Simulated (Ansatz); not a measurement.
An Ansatz (an electronic-structure program) input (r2SCAN (Ansatz), no spin-orbit coupling):

Ansatz 0.2 input:
```yaml
crystal:
  lattice:
    - [-0.1109225459, 2.9737947974, 2.9737947974]
    - [2.8628722515, 0, 2.8628722515]
    - [2.9737947974, 2.9737947974, -0.1109225459]
  atoms:
    - { symbol: Br, position: [0, 0, 0] }
    - { symbol: Na, position: [0.5, 0.5, 0.5] }
basis: { ecutwfc: 500, ecutrho_ratio: 4, xc_grid: 4, fft_grid_basis: typed }
kpoints: { mp_grid: { grid: [10, 10, 10] } }
hamiltonian:
  xc: r2scan
  dispersion: none
  pseudopotentials: { kind: paw }
scf: { occupations: { method: fermi_dirac, width: 0.05 }, convergence: { dr2_threshold: 0.0000000002 } }
relax: { f_tol: 0.005, max_steps: 50 }
output: { forces: true, stress: true }
checkpoint: { write: state.ck, write_every: 1000 }
```

Which symmetry and how many k-points will the program report, and about how many plane waves at Γ?

Space group Immm (ITA 71) with 8 operations, k-points 171 of 1000, and 1339 plane waves at Γ.

The cells carry an imposed strain or load. No phonon test of stability was made. The cell was made from NaBr in the rock salt structure (space group Fm-3m, No. 225) by this change: tensor shear ε_xz = −3.73 %.
